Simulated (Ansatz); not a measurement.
Relaxed-ion elastic tensor of LiI (rock salt, space group No. 225) in GPa (Voigt order), PBE (plane waves, PAW; program Ansatz); density 4.08 g/cm³, 27.26 Å³ per atom.

```
33.1  13.2  13.2   0.0   0.0   0.0
13.2  33.1  13.2   0.0   0.0   0.0
13.2  13.2  33.1   0.0   0.0   0.0
 0.0   0.0   0.0  14.3   0.0   0.0
 0.0   0.0   0.0   0.0  14.3   0.0
 0.0   0.0   0.0   0.0   0.0  14.3
```

Is the crystal mechanically stable?

Yes: the smallest eigenvalue of C is 14.3 GPa.

Work out the Voigt, Reuss and Hill averages.

K_V = 19.8, K_R = 19.8, K_H = 19.8; G_V = 12.6, G_R = 12.2, G_H = 12.4 GPa.

Give Young's modulus, Poisson's ratio, Pugh's ratio and the universal anisotropy index.

E = 9KG/(3K + G) = 30.7 GPa; ν = 0.24; K/G = 1.60 (brittle by the Pugh limit of 1.75); A_U = 5G_V/G_R + K_V/K_R − 6 = 0.16.

Estimate the sound speeds and the Debye temperature.

v_l = √((K + 4G/3)/ρ) = 2980 m/s, v_t = √(G/ρ) = 1740 m/s, mean 1930 m/s; Θ = (h/k)(3n/4πV)^(1/3) v_m = 191 K.

Give the Zener ratio and Young's modulus along [100], [110] and [111].

A = 2C44/(C11 − C12) = 1.44; 1/E = S11 − 2(S11 − S12 − S44/2)Γ with Γ = 0, 1/4, 1/3 gives 25.6, 31.8, 34.6 GPa.

Solve the Christoffel equation for the three sound speeds along [100], [110], [111].

Eigenvalues of C_ijkl n_j n_l equal ρv². In km/s, slowest first: [100] 1.88, 1.88, 2.85; [110] 1.56, 1.88, 3.03; [111] 1.67, 1.67, 3.09.

Space group Fm-3m (rock salt). Symmetry was held in the PBE relaxation; phonons on a q-mesh show no instability. Spin–orbit coupling is left out wherever it is not named.

Potentials: the later of the program's two PAW sets.
